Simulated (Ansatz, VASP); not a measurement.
# AlN in two plane-wave programs, part 2 of 3

Aim: how closely do two programs agree when they are given the same cell, functional and k mesh? The cell is taken from a series of VASP runs on this material, whose earlier steps may have relaxed, scaled or displaced it; both programs get it as it stands.

VASP 6.6.1 and Ansatz 0.2.0.

So far: The structure; Ansatz: zone-centre phonons, LDA.

### Step 3. VASP: zone-centre phonons, LDA

Level of this step: LDA; plane waves and PAW (Al, N) (VASP).

The same cell, functional (in two slightly different forms) and mesh now go to VASP, with its own data sets and cutoff.

Lines of VASP's logs that name or quote its potential files are left out, and so is its time.

File INCAR:

```
SYSTEM = AlN
PREC = Accurate
ENCUT = 560
EDIFF = 1E-08
NELM = 100
ISMEAR = 0
SIGMA = 0.03
LREAL = .FALSE.
ALGO = Normal
GGA = CA
NBANDS = 14
LORBIT = 11
LWAVE = .FALSE.
LCHARG = .FALSE.
KPAR = 8
IBRION = 8
LEPSILON = .TRUE.
LPEAD = .TRUE.
ISIF = 2
```

File POSCAR:

```
AlN
1.0
    3.0298633997      0.0000000000      0.0000000000
   -1.5149316998      2.6239386751      0.0000000000
    0.0000000000      0.0000000000      5.0057229204
Al N
2 2
Direct
    0.3333333300      0.6666666700      0.0029903499
    0.6666666700      0.3333333300      0.5029903499
    0.3333333300      0.6666666700      0.3790096501
    0.6666666700      0.3333333300      0.8790096501
```

File KPOINTS:

```
Automatic mesh
0
Gamma
14 14 8
0 0 0
```

Potentials, in the order of the species: Al and N (LDA family, release 64).

Launch:

```console
$ mpirun -np 8 vasp_std
```

Output:

```text
[banner, memory and clock lines left out]
running    8 mpi-ranks, on    1 nodes
 distrk:  each k-point on    1 cores,    8 groups
 distr:  one band on    1 cores,    1 groups

 POSCAR found type information on POSCAR AlN
 POSCAR found :  2 types and       4 ions
|                                                                             |
|           W    W    AA    RRRRR   N    N  II  N    N   GGGG   !!!           |
|           W    W   A  A   R    R  NN   N  II  NN   N  G    G  !!!           |
|           W    W  A    A  R    R  N N  N  II  N N  N  G       !!!           |
|           W WW W  AAAAAA  RRRRR   N  N N  II  N  N N  G  GGG   !            |
|           WW  WW  A    A  R   R   N   NN  II  N   NN  G    G                |
|           W    W  A    A  R    R  N    N  II  N    N   GGGG   !!!           |
|                                                                             |
|     For optimal performance we recommend to set                             |
|       NCORE = 2 up to number-of-cores-per-socket                            |
|     NCORE specifies how many cores store one orbital (NPAR=cpu/NCORE).      |
|     This setting can greatly improve the performance of VASP for DFT.       |
|     The default, NCORE=1 might be grossly inefficient on modern             |
|     multi-core architectures or massively parallel machines. Do your        |
|     Unfortunately you need to use the default for GW and RPA                |
|     calculations (for HF NCORE is supported but not extensively tested      |
|     yet).                                                                   |
|                                                                             |

 LDA part: xc-table for (Slater(with rela. corr.)+CA(PZ))
 , standard interpolation
 POSCAR, INCAR and KPOINTS ok, starting setup
 FFT: planning ... GRIDC
 FFT: planning ... GRID_SOFT
 FFT: planning ... GRID
 WAVECAR not read
 entering main loop
       N       E                     dE             d eps       ncg     rms          rms(c)
DAV:   1     0.447015368465E+02    0.44702E+02   -0.78641E+03  3368   0.109E+03
DAV:   2    -0.344878814434E+02   -0.79189E+02   -0.72782E+02  4624   0.202E+02
DAV:   3    -0.380454566967E+02   -0.35576E+01   -0.35442E+01  4500   0.445E+01
DAV:   4    -0.380657964378E+02   -0.20340E-01   -0.20338E-01  3798   0.409E+00
DAV:   5    -0.380659910867E+02   -0.19465E-03   -0.19464E-03  4500   0.392E-01    0.126E+01
DAV:   6    -0.329014135864E+02    0.51646E+01   -0.14207E+01  3948   0.278E+01    0.453E+00
DAV:   7    -0.328498818271E+02    0.51532E-01   -0.71899E-01  4128   0.555E+00    0.285E+00
DAV:   8    -0.327944328614E+02    0.55449E-01   -0.80591E-02  3906   0.253E+00    0.400E-01
DAV:   9    -0.327895075416E+02    0.49253E-02   -0.10959E-02  4482   0.749E-01    0.211E-01
DAV:  10    -0.327896618724E+02   -0.15433E-03   -0.76305E-04  3876   0.195E-01    0.985E-02
DAV:  11    -0.327896129329E+02    0.48939E-04   -0.10427E-04  4362   0.828E-02    0.177E-02
DAV:  12    -0.327896127403E+02    0.19269E-06   -0.16903E-06  4104   0.106E-02    0.564E-03
DAV:  13    -0.327896125886E+02    0.15167E-06   -0.72964E-07  4470   0.654E-03    0.422E-04
DAV:  14    -0.327896126044E+02   -0.15812E-07   -0.15843E-08  3604   0.102E-03    0.500E-04
DAV:  15    -0.327896126077E+02   -0.33016E-08   -0.48224E-10  2820   0.187E-04
   1 F= -.32789613E+02 E0= -.32789613E+02  d E =-.181013E-15
 Linear response reoptimize wavefunctions to high precision
DAV:   1    -0.327896126079E+02   -0.17121E-09   -0.16158E-10  2796   0.112E-04
DAV:   2    -0.327896126079E+02   -0.56843E-12   -0.15428E-11  2322   0.336E-05
 Linear response to external field (no local field effect), progress :
  Direction:   1
       N       E                     dE             d eps       ncg     rms          rms(c)
RMM:   1    -0.323465332597E+00   -0.32347E+00   -0.10286E+00  2862   0.286E+00
RMM:   2    -0.331597941309E+00   -0.81326E-02   -0.39120E-03  2880   0.365E-01
RMM:   3    -0.331663144567E+00   -0.65203E-04   -0.52235E-05  2880   0.369E-02
RMM:   4    -0.331664180947E+00   -0.10364E-05   -0.14073E-06  2880   0.501E-03
RMM:   5    -0.331664205288E+00   -0.24341E-07   -0.37903E-08  2642   0.723E-04
RMM:   6    -0.331664205432E+00   -0.14406E-09   -0.39156E-09  1157   0.116E-04
 change of polarisation eV/A/(eV/A) component  1 :     0.663    -0.206    -0.071
 dielectric tensor                  component  1 :     4.016    -0.939    -0.322
 Linear response to external field (no local field effect), progress :
  Direction:   2
       N       E                     dE             d eps       ncg     rms          rms(c)
RMM:   1    -0.443056500394E+00   -0.44306E+00   -0.15431E+00  2856   0.309E+00
RMM:   2    -0.452057001263E+00   -0.90005E-02   -0.46778E-03  2880   0.374E-01
[...]
Direction:   3
       N       E                     dE             d eps       ncg     rms          rms(c)
RMM:   1    -0.414002440452E+00   -0.41400E+00   -0.14787E+00  2849   0.296E+00
RMM:   2    -0.422876814401E+00   -0.88744E-02   -0.40584E-03  2873   0.354E-01
RMM:   3    -0.422923438511E+00   -0.46624E-04   -0.42501E-05  2880   0.342E-02
RMM:   4    -0.422924041133E+00   -0.60262E-06   -0.87674E-07  2880   0.434E-03
RMM:   5    -0.422924053620E+00   -0.12487E-07   -0.15081E-08  2600   0.600E-04
[...]
RMM:   1    -0.414002440452E+00   -0.41400E+00   -0.14787E+00  2849   0.296E+00
RMM:   2    -0.422876814455E+00   -0.88744E-02   -0.40584E-03  2873   0.354E-01    0.954E-01
RMM:   3    -0.409991455032E+00    0.12885E-01   -0.85726E-03  4783   0.565E-01    0.559E-01
RMM:   4    -0.422620151335E+00   -0.12629E-01   -0.11793E-02  6485   0.659E-01    0.762E-02
RMM:   5    -0.424624419718E+00   -0.20043E-02   -0.11515E-04  5280   0.782E-02    0.256E-02
RMM:   6    -0.425170902767E+00   -0.54648E-03   -0.19702E-05  5724   0.292E-02    0.580E-03
RMM:   7    -0.425338413162E+00   -0.16751E-03   -0.68656E-07  6167   0.590E-03    0.155E-03
RMM:   8    -0.425335342119E+00    0.30710E-05   -0.22617E-08  6131   0.113E-03    0.185E-04
RMM:   9    -0.425334113634E+00    0.12285E-05    0.30176E-10  5943   0.195E-04    0.266E-05
RMM:  10    -0.425333915867E+00    0.19777E-06   -0.17190E-10  3826   0.420E-05    0.679E-06
 change of polarisation eV/A/(eV/A) component  3 :    -0.070    -0.044     0.797
 dielectric tensor                  component  3 :    -0.319    -0.199     4.622
 Linear response DOF=           4
 Linear response progress:
  Degree of freedom:   1/  4
       N       E                     dE             d eps       ncg     rms          rms(c)
RMM:   1    -0.649725860964E-02   -0.64973E-02    0.14505E-03 52054   0.769E-01
RMM:   2    -0.590685729853E-02    0.59040E-03   -0.28751E-04 36932   0.133E-01    0.952E-02
RMM:   3    -0.578933184064E-02    0.11753E-03   -0.81366E-05 38829   0.608E-02    0.509E-02
RMM:   4    -0.580722447288E-02   -0.17893E-04   -0.71845E-05 37867   0.571E-02    0.807E-03
RMM:   5    -0.580624243708E-02    0.98204E-06   -0.22410E-06 40274   0.866E-03    0.896E-04
RMM:   6    -0.580608365730E-02    0.15878E-06   -0.13913E-07 41259   0.913E-04    0.395E-04
RMM:   7    -0.580495793053E-02    0.11257E-05   -0.79960E-08 41705   0.498E-04    0.273E-05
RMM:   8    -0.580500109470E-02   -0.43164E-07   -0.46180E-08 42139   0.776E-05    0.157E-05
RMM:   9    -0.580498334954E-02    0.17745E-07    0.45127E-09 42347   0.209E-05    0.192E-06
RMM:  10    -0.580498529516E-02   -0.19456E-08   -0.26396E-09 40902   0.641E-06    0.858E-07
 first order change of Fermi-energy  -0.11643E-05
 force on displaced ion       1 direction 1 : -17.863  -0.000  -0.000
 Born effective charge ion    1 direction 1 :   2.504   0.000   0.000
 Linear response progress:
  Degree of freedom:   2/  4
       N       E                     dE             d eps       ncg     rms          rms(c)
RMM:   1    -0.209080357213E-01   -0.20908E-01   -0.46618E-04 13388   0.134E+00
RMM:   2    -0.123547792281E-01    0.85533E-02   -0.27559E-03  7656   0.368E-01    0.124E-01
RMM:   3    -0.118791551627E-01    0.47562E-03   -0.80358E-04  7923   0.159E-01    0.537E-02
RMM:   4    -0.117689621617E-01    0.11019E-03   -0.11053E-04  8416   0.426E-02    0.282E-02
RMM:   5    -0.117356960059E-01    0.33266E-04   -0.77454E-05  8599   0.368E-02    0.612E-03
RMM:   6    -0.117290161664E-01    0.66798E-05   -0.12752E-05  8625   0.948E-03    0.178E-03
RMM:   7    -0.117276489610E-01    0.13672E-05   -0.15678E-06  8678   0.215E-03    0.522E-04
RMM:   8    -0.117282934350E-01   -0.64447E-06   -0.63490E-07  8727   0.830E-04    0.158E-04
RMM:   9    -0.117283981691E-01   -0.10473E-06   -0.35597E-07  8839   0.197E-04    0.230E-05
RMM:  10    -0.117283852062E-01    0.12963E-07   -0.64184E-08  8960   0.333E-05    0.139E-05
RMM:  11    -0.117283912787E-01   -0.60725E-08   -0.31627E-08  8880   0.130E-05    0.163E-06
 first order change of Fermi-energy   0.30621E+00
 force on displaced ion       1 direction 3 :  -0.000   0.000 -23.659
 Born effective charge ion    1 direction 3 :   0.000  -0.000   2.651
 Linear response progress:
  Degree of freedom:   3/  4
       N       E                     dE             d eps       ncg     rms          rms(c)
RMM:   1    -0.234401225221E+00   -0.23440E+00    0.19614E-01 43142   0.323E+00
RMM:   2    -0.233858548243E+00    0.54268E-03   -0.35699E-03 35524   0.423E-01    0.191E-01
RMM:   3    -0.234615152885E+00   -0.75660E-03   -0.99765E-04 33525   0.204E-01    0.940E-02
RMM:   4    -0.236467486622E+00   -0.18523E-02   -0.97873E-04 34892   0.188E-01    0.216E-02
RMM:   5    -0.236435340324E+00    0.32146E-04   -0.27163E-05 40262   0.351E-02    0.235E-03
RMM:   6    -0.236475772362E+00   -0.40432E-04    0.28744E-07 41858   0.437E-03    0.941E-04
RMM:   7    -0.236478152897E+00   -0.23805E-05    0.15642E-06 42120   0.874E-04    0.775E-05
RMM:   8    -0.236477666805E+00    0.48609E-06    0.10942E-07 42419   0.149E-04    0.329E-05
RMM:   9    -0.236477578430E+00    0.88375E-07    0.69130E-08 42578   0.467E-05    0.429E-06
RMM:  10    -0.236477645297E+00   -0.66867E-07   -0.34791E-09 42681   0.203E-05    0.171E-06
RMM:  11    -0.236477644504E+00    0.79336E-09    0.84413E-09 39164   0.127E-05    0.378E-07
 first order change of Fermi-energy  -0.69242E-05
 force on displaced ion       3 direction 1 : -17.873   0.000  -0.000
 Born effective charge ion    3 direction 1 :  -2.504  -0.000   0.000
 Linear response progress:
  Degree of freedom:   4/  4
       N       E                     dE             d eps       ncg     rms          rms(c)
RMM:   1    -0.252362063101E+00   -0.25236E+00    0.21584E-01  9206   0.325E+00
RMM:   2    -0.250576062343E+00    0.17860E-02   -0.32647E-03  7519   0.424E-01    0.197E-01
RMM:   3    -0.250563300951E+00    0.12761E-04   -0.21968E-03  7541   0.257E-01    0.885E-02
RMM:   4    -0.251800796165E+00   -0.12375E-02   -0.97867E-04  8014   0.161E-01    0.232E-02
RMM:   5    -0.251983765903E+00   -0.18297E-03   -0.31373E-05  8286   0.317E-02    0.608E-03
RMM:   6    -0.252052221525E+00   -0.68456E-04   -0.30398E-06  8746   0.622E-03    0.238E-03
RMM:   7    -0.252044096464E+00    0.81251E-05   -0.12639E-06  8381   0.233E-03    0.464E-04
RMM:   8    -0.252046050609E+00   -0.19541E-05   -0.92722E-07  8881   0.402E-04    0.192E-04
RMM:   9    -0.252045393514E+00    0.65709E-06   -0.11269E-07  8733   0.163E-04    0.219E-05
RMM:  10    -0.252045627465E+00   -0.23395E-06   -0.15468E-07  8959   0.422E-05    0.122E-05
RMM:  11    -0.252045593435E+00    0.34031E-07   -0.20268E-08  8875   0.189E-05    0.200E-06
RMM:  12    -0.252045589902E+00    0.35324E-08   -0.20885E-08  8215   0.128E-05    0.157E-06
 first order change of Fermi-energy  -0.30622E+00
 force on displaced ion       3 direction 3 :  -0.000   0.000 -21.719
 Born effective charge ion    3 direction 3 :  -0.000   0.000  -2.651
 Born effective charges drift removed
 Linear response finished
```

[end of part 2 of 3]

[Lines on the potential files, build, host, timing and source positions are cut from VASP's logs without a mark.]

[Logs are printed without paths, hosts, clocks, repeated set-up lines and the standing remarks that a program may print on its own settings, such as how far it seeks lower states.]

[Hosts, paths, dates, database ids (printed as entryN), source tags and the programs' standing remarks are cut or masked in the printed files.]
